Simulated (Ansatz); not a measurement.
# Al2Cu: the cost of one run

Computed with Ansatz 0.2.0 (DFT PBEsol, scalar-relativistic, plane waves, PAW, unless a step's input says otherwise).

2 further runs of the same task are left out: 2 set aside as unsound or not needed.

## (1) The system as given

Symmetry: Fm-3m, No. 225, cubic system. Conventional cell: a = 5.726 Å, b = 5.726 Å, c = 5.726 Å, α = 90.00°, β = 90.00°, γ = 90.00°. Around Al (site symmetry -43m) lie 4 Cu at 2.48 Å. Cu (site symmetry m-3m) is surrounded by 8 Al at 2.48 Å.

Coordinates:

```cif
data_structure
_symmetry_space_group_name_H-M 'P 1'
_symmetry_Int_Tables_number 1
_cell_length_a 4.0491
_cell_length_b 4.0491
_cell_length_c 9.9183
_cell_angle_alpha 90.004
_cell_angle_beta 89.996
_cell_angle_gamma 119.997
_cell_volume 140.83
loop_
_atom_site_label
_atom_site_type_symbol
_atom_site_fract_x
_atom_site_fract_y
_atom_site_fract_z
_atom_site_occupancy
Al1 Al 0.00000 0.00000 0.25000 1
Al2 Al 0.33333 0.66667 0.58333 1
Al3 Al 0.66667 0.33333 0.91667 1
Al4 Al 0.33333 0.66667 0.08333 1
Al5 Al 0.66667 0.33333 0.41667 1
Al6 Al 0.00000 0.00000 0.75000 1
Cu1 Cu 0.66667 0.33333 0.16667 1
Cu2 Cu 0.00000 0.00000 0.50000 1
Cu3 Cu 0.33333 0.66667 0.83333 1
```

It goes back to an entry of the Materials Project, which need not be the stable form.

It is built from the cell relaxed beforehand with the same method (15.65 Å³/atom).

## (2) Zero of the scan

input.yaml reads:

```yaml
crystal:
  lattice:
    - [-2.0246315446, 2.0246315446, -2.8630136682]
    - [-2.0246315446, -2.0246315446, 2.8630136682]
    - [0.0, 8.0985261782, 5.7260273364]
  atoms:
    - { symbol: Al, position: [0.0, 0.0, 0.25] }
    - { symbol: Al, position: [0.3333333333, 0.6666666667, 0.5833333333] }
    - { symbol: Al, position: [0.6666666667, 0.3333333333, 0.9166666667] }
    - { symbol: Al, position: [0.3333333333, 0.6666666667, 0.0833333333] }
    - { symbol: Al, position: [0.6666666667, 0.3333333333, 0.4166666667] }
    - { symbol: Al, position: [0.0, 0.0, 0.75] }
    - { symbol: Cu, position: [0.6666666667, 0.3333333333, 0.1666666667] }
    - { symbol: Cu, position: [0.0, 0.0, 0.5] }
    - { symbol: Cu, position: [0.3333333333, 0.6666666667, 0.8333333333] }
basis:
  ecutwfc: 420
kpoints:
  mp_grid: { grid: [13, 13, 5] }
hamiltonian:
  xc: pbesol
scf:
  occupations: { method: gaussian, width: 0.15 }
output:
  forces: true
  stress: true
  eigenvalues: true
  write_density: true
  write_potential: true
  elf: true
  volumetric_format: npy
```

The run is started by

```bash
ansatz run input.yaml --threads 2 --pin off --max-ram 5120MiB --backend cpu --events-out ev --progress --plain --runs-dir out
```

**Question.** How long does this run take on 2 threads of Intel Xeon Platinum 8488C (Sapphire Rapids), shared host, and how much memory does it need?

About 39 s, with a peak of 1.2 GiB.
